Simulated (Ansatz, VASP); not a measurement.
## One calculation of Pt, two programs

```
CELL_PARAMETERS angstrom
2.78827 0.00000 0.00000
-1.39414 2.36690 0.00000
0.00000 0.00000 4.79213
ATOMIC_POSITIONS crystal
Pt 0.66667 0.33333 0.75000
Pt 0.33333 0.66667 0.25000
```

Change from the starting cell: strain +0.0100 x Voigt [1, -1, 0, 0, 0, 0], atoms carried along.

Alike in both runs: task single point; functional LDA; k mesh 21 × 21 × 10; occupations gaussian, width 0.15 eV; no spin polarisation.

|  | VASP | Ansatz |
| --- | --- | --- |
| version | VASP 6.6.1 | Ansatz 0.2.0 |
| potentials or method | VASP PAW LDA potentials, release 64 (Pt) | scalar-relativistic, plane waves, PAW |
| plane-wave cutoff (eV) | 520 | 420 |
| valence electrons in the cell | 20 | 36 |

|  | VASP | Ansatz | Ansatz less VASP |
| --- | --- | --- | --- |
| gap on the k mesh at the Fermi level (eV) | none | none | - |
| pressure (GPa) | -15.1 | -15.7 | -0.58 |
| largest component of the traceless stress (GPa) | 1.99 | 2.01 | +0.013 |

A gap of «none» marks a metal or a gap that the smearing closes. The two sets of potentials don't hold the same shells in valence.

Caveats: so large a pressure means that the cell lies far from this level's equilibrium, or that cutoff or potentials fall short (VASP). The runs have no spin-orbit coupling, so splittings on Pt are missing.
